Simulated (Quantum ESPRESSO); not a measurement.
## Al under changes of volume

One of the cells (16.116 Å³/atom); the others are scaled copies at fixed shape and fractional positions:

```xyz
1
Lattice="-1.5912 1.5912 1.5912 1.5912 -1.5912 1.5912 1.5912 1.5912 -1.5912" Properties=species:S:1:pos:R:3 pbc="T T T"
Al    0.0000    0.0000    0.0000
```

This isn't the form of Al at room conditions, which is fcc.

| Quantity | Value |
| --- | --- |
| Program | Quantum ESPRESSO 7.5 |
| Functional | PBE |
| Potentials or basis | SSSP 1.3 efficiency PBE |
| Cutoff | 748 eV |
| Density cutoff | 5987 eV |
| k mesh | 12 × 12 × 12 |
| Occupations | fermi-dirac, width 0.05 eV |
| Spin | no spin polarisation |

```tsv
volume (Å³/atom)	energy over the lowest point (meV/atom)	pressure (GPa)
15.149	48.75	9.7
15.471	31.52	7.5
15.793	18.40	5.6
16.116	8.98	3.8
16.438	?	?
16.760	0.05	0.7
17.083	0.00	-0.6
```

Task: What does the run at 16.438 Å³/atom give?

Result: Energy over the lowest point 2.95 meV/atom; pressure 2.2 GPa.

Worked out: A Birch-Murnaghan fit of order 3 (a polynomial in V^(-2/3)) to the other rows has its minimum at 16.93 Å³/atom with B0 = V·E''(V) = 71 GPa and B' = 3.7. It gives 2.97 meV/atom at 16.438 Å³/atom, against the run's 2.95, and -dE/dV = 2.2 GPa, against 2.2.

Energies are extrapolated to zero smearing.
